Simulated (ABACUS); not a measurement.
Crystal: Mg.

```
CELL_PARAMETERS angstrom
0.00000 2.24426 2.24426
2.24426 0.00000 2.24426
2.24426 2.24426 0.00000
ATOMIC_POSITIONS crystal
Mg 0.00000 0.00000 0.00000
```

This isn't the form of Mg at room conditions, which is hcp.

```yaml
Program: ABACUS 3.10.1
Task: single point
Functional: PBE
Potentials_or_basis: PseudoDojo NC SR 0.4.1 PBE standard
Cutoff: 1361 eV
Density_cutoff: 5442 eV
Basis: DZP LCAO (the cutoffs set its grid)
k_mesh: 10 × 10 × 10
Occupations: fermi-dirac, width 0.05 eV
Spin: no spin polarisation
```

On this cell: pressure 1.3 GPa; band gap on the k mesh none (metal or under the smearing width).

The same run follows on a disturbed copy (cell strained at random at fixed volume):

```
CELL_PARAMETERS angstrom
0.02074 2.21365 2.27413
2.26756 0.04128 2.25359
2.30140 2.22695 0.00745
ATOMIC_POSITIONS crystal
Mg 0.00172 0.00720 0.98951
```

Question: What changes?

Answer: The energy (extrapolated to zero smearing) moves by +2.7 meV/atom; pressure 1.4 GPa; band gap on the k mesh none (metal or under the smearing width).

Stress tensor (GPa, compression positive):
```
 1.08 -0.82  0.17
-0.82  1.76 -0.48
 0.17 -0.48  1.23
```

Caveats: the atomic orbitals were generated for these runs and aren't a published set; the basis of atomic orbitals isn't converged, which shifts pressures, moduli and gaps.
